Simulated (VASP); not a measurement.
**InAs: energy against volume and a worked fit**

```yaml
crystal:
  lattice:
    - [0.00000, 3.01800, 3.01800]
    - [3.01800, 0.00000, 3.01800]
    - [3.01800, 3.01800, 0.00000]
  atoms:
    - { symbol: In, position: [0.00000, 0.00000, 0.00000] }
    - { symbol: As, position: [0.75000, 0.75000, 0.75000] }
```

The cell was scaled at fixed shape and fractions and run with VASP, PBE PAW files As, In_d, 520 eV; r2SCAN, k mesh 8 × 8 × 8 on the cell of 2 atoms, fermi-dirac occupations of 0.05 eV, no spin polarisation, no spin-orbit coupling. The potentials were made for PBE. Energies are those that the program minimises, any entropy of the smearing included.

```tsv
V (Å³/atom)	energy over the lowest row (meV/atom)
25.8396	54.33
26.3894	32.95
26.9391	17.43
27.4889	7.12
28.0387	?
28.5885	0.00
29.1383	2.24
```

**Question.** Fit the third-order Birch-Murnaghan form, give V0, B0 and B′, and predict the energy left open.

**Answer.** With y = (V0/V)^(2/3), E = E0 + (9 V0 B0/16) [(y - 1)³ B′ + (y - 1)² (6 - 4y)]. Least squares through the rows shown give V0 = 28.5223 Å³/atom, E0 = -0.03 meV, B0 = 56.95 GPa (1 eV/Å³ = 160.218 GPa) and B′ = 4.84, with a largest miss of 0.00 meV. At V = 28.0387 the form with these constants gives 1.48 meV; the run gave 1.48 meV an atom. Measured volume: 27.8 Å³/atom at 298.15 K (a printed reference work), so the fit lies +2.6 % from it. The runs are for a static lattice.
